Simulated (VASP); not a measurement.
# ZrS2 (P-3m1) in VASP: a series of runs

The runs below take ZrS2 through relaxation of cell and atoms, with PBE, PBE+D3(BJ).

Program: VASP 6.6.1. These are calculated values, not measurements. Logs are shortened: lines on timing, memory, paths and dates and some standing lists are left out, and cuts for length are marked.

### Step 1. The crystal as given

Symmetry: P-3m1, No. 164, trigonal system. The conventional cell has a = 3.691 Å, b = 3.691 Å, c = 6.041 Å, α = 90.00°, β = 90.00°, γ = 120.00°. Around Zr (site symmetry -3m) lie 6 S at 2.57 Å. Around S (site symmetry 3m) lie 3 Zr at 2.57 Å.

The cell is a database's computed one.

### Step 2. Relaxation of cell and atoms, PBE

INCAR

```
SYSTEM = ZrS2
PREC = Accurate
ENCUT = 600
EDIFF = 1E-6
ISMEAR = 0
SIGMA = 0.03
LREAL = .False.
LASPH = .True.
NELM = 80
ALGO = Normal
ISIF = 3
LWAVE = .False.
LCHARG = .False.
GGA = PE
IBRION = 2
NSW = 90
EDIFFG = -0.01
```

KPOINTS

```
regular mesh
0
Gamma
  9 9 5
  0 0 0
```

POSCAR

```
ZrS2
1.0
    3.6913825498      0.0000000000      0.0000000000
   -1.8456912749      3.1968310632      0.0000000000
    0.0000000000      0.0000000000      6.0410770100
Zr S
1 2
Direct
    0.0000000000      0.0000000000      0.0000000000
    0.6666666700      0.3333333300      0.7620900300
    0.3333333300      0.6666666700      0.2379099700
```

Potentials or basis: VASP PAW PBE potentials, release 64 (Zr_sv, S).

The run is started by

```console
cat potpaw_PBE.64/Zr_sv/POTCAR potpaw_PBE.64/S/POTCAR > POTCAR
mpirun -np 1 vasp_std > vasp.out
```

OUTCAR:

```text
SYSTEM = ZrS2
   PREC = Accurate
   ENCUT = 600
   EDIFF = 1E-6
   ISMEAR = 0
   LREAL = .False.
   LASPH = .True.
   NELM = 80
   ISIF = 3
   GGA = PE
   IBRION = 2
   NSW = 90
   EDIFFG = -0.01

 ion  position               nearest neighbor table
   1  0.000  0.000  0.000-   2 2.57   3 2.57   3 2.57   2 2.57   2 2.57   3 2.57
   2  0.667  0.333  0.762-   1 2.57   1 2.57   1 2.57
   3  0.333  0.667  0.238-   1 2.57   1 2.57   1 2.57

  LATTYP: Found a hexagonal cell.
 ALAT       =     3.6913825498
 C/A-ratio  =     1.6365350728

  Lattice vectors:

 A1 = (   3.6913825498,   0.0000000000,   0.0000000000)
 A2 = (  -1.8456912749,   3.1968310632,   0.0000000000)
 A3 = (   0.0000000000,   0.0000000000,   6.0410770100)

Analysis of symmetry for initial positions (statically):
=====================================================================
 Subroutine PRICEL returns:
 Original cell was already a primitive cell.

 Routine SETGRP: Setting up the symmetry group for a
 hexagonal supercell.

 Subroutine GETGRP returns: Found 12 space group operations
 (whereof 12 operations were pure point group operations)
 out of a pool of 24 trial point group operations.

The static configuration has the point symmetry D_3d.

Analysis of symmetry for dynamics (positions and initial velocities):
=====================================================================
 Subroutine PRICEL returns:
 Original cell was already a primitive cell.

 Routine SETGRP: Setting up the symmetry group for a
 hexagonal supercell.

 Subroutine GETGRP returns: Found 12 space group operations
 (whereof 12 operations were pure point group operations)
 out of a pool of 24 trial point group operations.

The dynamic configuration has the point symmetry D_3d.

 Subroutine INISYM returns: Found 12 space group operations
 (whereof 12 operations are pure point group operations),
 and found     1 'primitive' translations

----------------------------------------------------------------------------------------

                                     Primitive cell

  volume of cell :      71.2891

  direct lattice vectors                    reciprocal lattice vectors
     3.691382550  0.000000000  0.000000000     0.270901210  0.156404887  0.000000000
    -1.845691275  3.196831063  0.000000000     0.000000000  0.312809773  0.000000000
     0.000000000  0.000000000  6.041077010     0.000000000  0.000000000  0.165533397

  length of vectors
     3.691382550  3.691382550  6.041077010     0.312809773  0.312809773  0.165533397

  position of ions in fractional coordinates (direct lattice)
     0.000000000  0.000000000  0.000000000
     0.666666670  0.333333330  0.762090030
     0.333333330  0.666666670  0.237909970

  ion indices of the primitive-cell ions
   primitive index   ion index
                 1           1
                 2           2
                 3           3

----------------------------------------------------------------------------------------

 KPOINTS: regular mesh

Automatic generation of k-mesh.
 Grid dimensions read from file:
 generate k-points for:    9    9    5

 Generating k-lattice:

  Cartesian coordinates                     Fractional coordinates (reciprocal lattice)
     0.030100134  0.017378321  0.000000000     0.111111111  0.000000000  0.000000000
     0.000000000  0.034756641  0.000000000     0.000000000  0.111111111  0.000000000
     0.000000000  0.000000000  0.033106679     0.000000000  0.000000000  0.200000000

  Length of vectors
     0.034756641  0.034756641  0.033106679

  Shift w.r.t. Gamma in fractional coordinates (k-lattice)
     0.000000000  0.000000000  0.000000000

 Subroutine IBZKPT returns following result:
 ===========================================

 Found     50 irreducible k-points:

 Following reciprocal coordinates:
            Coordinates               Weight
  0.000000  0.000000  0.000000      1.000000
  0.111111 -0.000000  0.000000      6.000000
  0.222222  0.000000  0.000000      6.000000
  0.333333  0.000000  0.000000      6.000000
  0.444444  0.000000  0.000000      6.000000
  0.111111  0.111111  0.000000      6.000000
[... 16 lines left out ...]
  0.222222  0.111111  0.200000     12.000000
 -0.111111  0.333333  0.200000     12.000000
 [... further k-points ...]
   k-points           NKPTS =     50   k-points in BZ     NKDIM =     50   number of bands    NBANDS=     16
   number of dos      NEDOS =    301   number of ions     NIONS =      3
   total plane-waves  NPLWV =  43200
   dimension x,y,z NGX =    30 NGY =   30 NGZ =   48
   dimension x,y,z NGXF=    60 NGYF=   60 NGZF=   96
   ions per type =               1   2
   NGX,Y,Z   is equivalent  to a cutoff of  13.51, 13.51, 13.21 a.u.
   NGXF,Y,Z  is equivalent  to a cutoff of  27.02, 27.02, 26.42 a.u.
 SYSTEM =  ZrS2
   PREC   = accura    normal or accurate (medium, high low for compatibility)
   ISTART =      0    job   : 0-new  1-cont  2-samecut
   ICHARG =      2    charge: 1-file 2-atom 10-const
   ISPIN  =      1    spin polarized calculation?
   LNONCOLLINEAR =      F non collinear calculations
   LSORBIT =      F    spin-orbit coupling
   LASPH  =      T    aspherical Exc in radial PAW
   ENCUT  =  600.0 eV  44.10 Ry    6.64 a.u.   7.37  7.37 12.07*2*pi/ulx,y,z
   NELM   =     80;   NELMIN=  2; NELMDL= -5     # of ELM steps
   EDIFF  = 0.1E-05   stopping-criterion for ELM
   LREAL  =      F    real-space projection
   EDIFFG = -.1E-01   stopping-criterion for IOM
   NSW    =     90    number of steps for IOM
   IBRION =      2    ionic relax: 0-MD 1-quasi-New 2-CG
   NFREE  =      1    steps in history (QN), initial steepest desc. (CG)
   ISIF   =      3    stress and relaxation
   ISYM   =      2    0-nonsym 1-usesym 2-fastsym
   POTIM  = 0.5000    time-step for ionic-motion
   TEBEG  =    0.0;   TEEND  =   0.0 temperature during run
   PSTRESS=    0.0 pullay stress
   NELECT =      24.0000    total number of electrons
   NUPDOWN=      -1.0000    fix difference up-down
   EMIN   =  10.00;   EMAX   =-10.00  energy-range for DOS
   EFERMI =   0.00;   METHOD = LEGACY
   ISMEAR =     0;   SIGMA  =   0.03  broadening in eV -4-tet -1-fermi 0-gaus
   EFERMI_NEDOS =   21; number of points for ismear=-14 and -15
   IALGO  =     38    algorithm
   IMIX   =      4    mixing-type and parameters
     AMIX     =   0.40;   BMIX     =  1.00
     AMIX_MAG =   1.60;   BMIX_MAG =  1.00
  volume/ion in A,a.u.               =      23.76       160.36
  Fermi-wavevector in a.u.,A,eV,Ry     =   1.138861  2.152136 17.646828  1.297005
  Thomas-Fermi vector in A             =   2.275565
   LORBIT       =      0    0 simple, 1 ext, 2 COOP (PROOUT), +10 PAW based schemes
   GGA     = PE    functional components
   LHFCALC =     F    Hartree Fock is set to
   AEXX    =    0.0000 exact exchange contribution
   IVDW    =     0    specifies the selected vdW correction
   LEPSILON=     F    determine dielectric tensor
   LRPA    =     F    only Hartree local field effects (RPA)
 conjugate gradient relaxation of ions
 non-spin polarized calculation
 Gauss-broadening in eV      SIGMA  =   0.03
  energy-cutoff  :      600.00
  volume of cell :       71.29
 maximum number of plane-waves:      2430
 NGX is ok and might be reduce to    30
   NGX = 15   NGY = 15   NGZ = 25

--------------------------------------- Ionic step        1  -------------------------------------------

 number of electron      23.9999998 magnetization

 Free energy of the ion-electron system (eV)
  ---------------------------------------------------
  ext. energy  EPLUGINS =         0.00000000
  ---------------------------------------------------
  free energy    TOTEN  =       -21.42573670 eV

  energy without entropy =      -21.42573670  energy(sigma->0) =      -21.42573670

------------------------ aborting loop because EDIFF is reached ----------------------------------------

  FORCE on cell =-STRESS in cart. coord.  units (eV):
  Direction    XX          YY          ZZ          XY          YZ          ZX
  --------------------------------------------------------------------------------------
  -------------------------------------------------------------------------------------
  Total        0.0428954      0.0428954      0.5427520      0.0000000     -0.0000000      0.0000000
  in kB        0.9640467      0.9640467     12.1980084      0.0000000     -0.0000000      0.0000000
  external PRESSURE =       4.7087006 kB  Pullay stress =       0.0000000 kB
[... 92 lines left out ...]
  FREE ENERGIE OF THE ION-ELECTRON SYSTEM (eV)
  ---------------------------------------------------
  free  energy   TOTEN  =       -21.4278547434 eV

  energy  without entropy=      -21.4278547434  energy(sigma->0) =      -21.42785474

[... ionic steps 4 to 21 ...]

--------------------------------------- Ionic step       22  -------------------------------------------

 number of electron      23.9999999 magnetization

------------------------ aborting loop because EDIFF is reached ----------------------------------------

  FORCE on cell =-STRESS in cart. coord.  units (eV):
  Direction    XX          YY          ZZ          XY          YZ          ZX
  --------------------------------------------------------------------------------------
  -------------------------------------------------------------------------------------
  Total       -0.0404986     -0.0404986      0.0069472      0.0000000      0.0000000      0.0000000
  in kB       -0.8441703     -0.8441703      0.1448102      0.0000000      0.0000000      0.0000000
  external PRESSURE =      -0.5145101 kB  Pullay stress =       0.0000000 kB
[... 59 lines left out ...]
  energy  without entropy=      -21.4402606446  energy(sigma->0) =      -21.44026064

--------------------------------------- Ionic step       24  -------------------------------------------

 number of electron      23.9999999 magnetization

 Free energy of the ion-electron system (eV)
  ---------------------------------------------------
  ext. energy  EPLUGINS =         0.00000000
  ---------------------------------------------------
  free energy    TOTEN  =       -21.44026024 eV

  energy without entropy =      -21.44026024  energy(sigma->0) =      -21.44026024

 E-fermi :   3.4698     XC(G=0):  -8.8580

 val. band max:        3.2695752621   @ k =   0.0000   0.0000   0.0000
 cond. band min:       4.4104018532   @ k =   0.0000   0.4444   0.4000
 fundamental gap:      1.1408265911
 Fermi energy:         3.4697557799

 k-point     1 :       0.0000    0.0000    0.0000
  band No.  band energies     occupation
      1     -45.6319      2.00000
      2     -23.6860      2.00000
      3     -23.5376      2.00000
      4     -23.5376      2.00000
      5      -9.1205      2.00000
      6      -7.8876      2.00000
[... 8 lines left out ...]
     15       5.7551      0.00000
     16       8.4241      0.00000
[... 420 lines left out ...]
  band No.  band energies     occupation
      1     -45.6207      2.00000
      2     -23.6885      2.00000
      3     -23.6514      2.00000
      4     -23.5809      2.00000
      5      -8.4212      2.00000
      6      -8.0040      2.00000
[... 8 lines left out ...]
     15       6.7735      0.00000
     16       7.8247      0.00000

 [... further k-points ...]
[... 5 lines left out ...]
  --------------------------------------------------------------------------------------
  -------------------------------------------------------------------------------------
  Total       -0.0226612     -0.0226612      0.0183597     -0.0000000     -0.0000000     -0.0000000
  in kB       -0.4727234     -0.4727234      0.3829921     -0.0000000     -0.0000000     -0.0000000
  external PRESSURE =      -0.1874849 kB  Pullay stress =       0.0000000 kB
[... 18 lines left out ...]
  FREE ENERGIE OF THE ION-ELECTRON SYSTEM (eV)
  ---------------------------------------------------
  free  energy   TOTEN  =       -21.4402602408 eV

  energy  without entropy=      -21.4402602408  energy(sigma->0) =      -21.44026024

 reached required accuracy - stopping structural energy minimisation
```

Wall time 5.9 min (1 thread of Intel Xeon 6975P-C (Granite Rapids), shared host); peak memory 0.25 GiB.

What came out:

```
Free energy                            : -21.4403 eV
Relaxed volume                         : 25.60 Å³/atom
Relaxed cell                           : a = 3.685 Å, b = 3.685 Å, c = 6.530 Å, α = 90.00°, β = 90.00°, γ = 120.00°
Space group after relaxing (to 0.05 Å) : P-3m1 (No. 164)
Energy gained by relaxing              : 4.8 meV/atom
Ionic steps                            : 24
Pressure after relaxing                : 0.0 GPa
Band gap on the k mesh                 : 1.14 eV, indirect (least direct gap 1.69 eV)
```

Forces on the atoms (eV/Å):
```
Zr   0.000  0.000  0.000
S    0.000  0.000  0.002
S    0.000  0.000 -0.002
```

Stress tensor (GPa, compression positive):
```
-0.05  0.00  0.00
 0.00 -0.05  0.00
 0.00  0.00  0.04
```

The path:
| step | energy change (eV) | largest force (eV/Å) | pressure (GPa) | volume (Å³) |
| --- | --- | --- | --- | --- |
| 1 | 0.0000 | 0.0515 | 0.47 | 71.29 |
| 2 | -0.0020 | 0.1191 | -0.45 | 72.01 |
| 3 | -0.0021 | 0.0923 | -0.31 | 71.90 |
| 4 | -0.0042 | 0.0935 | 0.00 | 71.85 |
| 5 | -0.0045 | 0.0941 | 0.16 | 71.83 |
| 6 | -0.0056 | 0.0785 | 0.18 | 72.07 |
| 7 | -0.0085 | 0.0305 | 0.26 | 72.82 |
| 8 | -0.0115 | 0.0687 | 0.46 | 74.31 |
| 9 | -0.0124 | 0.0260 | 0.16 | 74.77 |
| 10 | -0.0126 | 0.0471 | -0.36 | 75.57 |
| 11 | -0.0127 | 0.0221 | -0.20 | 75.30 |
| 12 | -0.0130 | 0.0313 | -0.19 | 75.48 |
| 13 | -0.0137 | 0.0544 | -0.25 | 76.00 |
| 14 | -0.0137 | 0.0990 | -0.31 | 77.04 |
| 15 | -0.0139 | 0.0752 | -0.28 | 76.52 |
| 16 | -0.0142 | 0.0029 | 0.22 | 76.47 |
| 17 | -0.0143 | 0.0211 | 0.09 | 76.48 |
| 18 | -0.0143 | 0.0226 | 0.07 | 76.48 |
| 19 | -0.0144 | 0.0135 | 0.09 | 76.57 |
| 20 | -0.0145 | 0.0139 | 0.05 | 76.81 |
| 21 | -0.0145 | 0.0058 | 0.05 | 76.73 |
| 22 | -0.0145 | 0.0101 | -0.05 | 76.86 |
| 23 | -0.0145 | 0.0055 | -0.04 | 76.83 |
| 24 | -0.0145 | 0.0025 | -0.02 | 76.80 |

Final structure:
```
Zr S
1.0
     3.68532    0.00000    0.00000
    -1.84266    3.19158    0.00000
     0.00000    0.00000    6.52987
Zr S
1 2
Direct
  0.00000 0.00000 0.00000
  0.66667 0.33333 0.77815
  0.33333 0.66667 0.22185
```

Levels at points of the mesh, in eV from the valence-band top:
```tsv
k point	band 9	band 10	band 11	band 12	band 13	band 14	band 15	band 16
(0.00, 0.00, 0.00)	-2.61	-0.29	0.00	0.00	1.69	1.69	2.49	5.15
```

Caveat: an odd mesh through Γ misses points on the zone boundary, where band edges often lie; this functional lacks dispersion, which binds the layers, so the pressure and a relaxed spacing across them are unreliable.

### Step 3. Relaxation of cell and atoms, PBE

This run uses another cell than the first one, of 25.60 Å³/atom, 1.077 times its volume.

INCAR: that of step 2 with these lines changed.

```diff
@@ -3,3 +3,3 @@
 ENCUT = 600
-EDIFF = 1E-6
+EDIFF = 1E-7
 ISMEAR = 0
@@ -16,2 +16,2 @@
 NSW = 90
-EDIFFG = -0.01
+EDIFFG = -0.005
```

KPOINTS is that of step 2.

POSCAR

```
ZrS2                                    
1.0
    3.6853200467     -0.0000000000      0.0000000000
   -1.8426600233      3.1915807815     -0.0000000000
   -0.0000000000     -0.0000000000      6.5298734165
  Zr              S             
     1     2
Direct
     0.0000000000000000    0.0000000000000000    0.0000000000000000
     0.6666666699999979    0.3333333300000021    0.7781460303226699
     0.3333333300000021    0.6666666699999979    0.2218539696773301
```

Potentials or basis: VASP PAW PBE potentials, release 64 (Zr_sv, S).

The run is started by

```console
cat potpaw_PBE.64/Zr_sv/POTCAR potpaw_PBE.64/S/POTCAR > POTCAR
mpirun -np 1 vasp_std > vasp.out
```

It took 3.1 min on 1 thread of Intel Xeon 6975P-C (Granite Rapids), shared host; peak memory 0.25 GiB.

Results (log left out):

```
Free energy                            : -21.4421 eV
Relaxed volume                         : 26.23 Å³/atom
Relaxed cell                           : a = 3.684 Å, b = 3.684 Å, c = 6.697 Å, α = 90.00°, β = 90.00°, γ = 120.00°
Space group after relaxing (to 0.05 Å) : P-3m1 (No. 164)
Energy gained by relaxing              : 0.2 meV/atom
Ionic steps                            : 8
Pressure after relaxing                : 0.0 GPa
Band gap on the k mesh                 : 1.15 eV, indirect (least direct gap 1.69 eV)
```

Step by step:
```csv
step,energy change (eV),largest force (eV/Å),pressure (GPa),volume (Å³)
1,0.0000,0.0029,0.01,76.80
2,0.0000,0.0066,0.01,76.82
3,0.0000,0.0146,0.02,76.84
4,-0.0001,0.0143,0.02,76.88
5,-0.0001,0.0134,0.02,77.00
6,-0.0002,0.0118,0.01,77.25
7,-0.0004,0.0080,0.01,77.73
8,-0.0005,0.0015,0.02,78.70
```

Final structure:
```xyz
3
Lattice="3.6837 0.0000 0.0000 -1.8419 3.1902 0.0000 0.0000 0.0000 6.6972" Properties=species:S:1:pos:R:3 pbc="T T T"
Zr    3.6837    0.0000    0.0000
S     1.8419    1.0634    5.2478
S     0.0000    2.1268    1.4494
```

Levels at points of the mesh, in eV from the valence-band top:
```
           k point  band 8  band 9  band 10  band 11  band 12  band 13  band 14  band 15  band 16
(0.00, 0.00, 0.00)   -2.61   -2.61    -0.38     0.00     0.00     1.69     1.69     2.49     5.17
```

Caveat: an odd mesh through Γ misses points on the zone boundary, where band edges often lie; this functional lacks dispersion, which binds the layers, so the pressure and a relaxed spacing across them are unreliable.

(Continued in part 2 of 2.)
